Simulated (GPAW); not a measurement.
PbSe (Clausthalite), 2 atoms in the cell. Symmetry: Fm-3m, No. 225, cubic system. The conventional cell has a = 6.121 Å, b = 6.121 Å, c = 6.121 Å, α = 90.00°, β = 90.00°, γ = 90.00°. Pb (site symmetry m-3m) is surrounded by 6 Se at 3.06 Å. Se (site symmetry m-3m) is surrounded by 6 Pb at 3.06 Å. 

```yaml
Program: GPAW 26.7.0
Task: band structure
Functional: BEEF-vdW
Potentials_or_basis: GPAW PAW data sets (gpaw-data 1.2.1)
Cutoff: 600 eV
Basis: pw
k_mesh: 6 × 6 × 6
Occupations: fermi-dirac, width 0.05 eV
Spin: spin-orbit coupling, no magnetisation
Maxiter: 150
Band_path: GXWKGLUWLK,UX
Band_points: 100
spin_axis_theta_degrees: 90
spin_axis_phi_degrees: 45
Soc_after_scf: second variation
```

Potentials or basis: GPAW PAW data sets (gpaw-data 1.2.1), pw.

Command:

```sh
$ OMP_NUM_THREADS=1 python run.py
```

Hardware: 1 thread of AMD EPYC 9R14 (Zen 4) (shared host).

Q: How long does it take, and how much memory?

A: Run time: 34 s on 1 thread of AMD EPYC 9R14 (Zen 4) (shared host), peak memory 0.37 GiB. Counts: scf iterations 16, plane waves 1936, bands 19, k points 16.
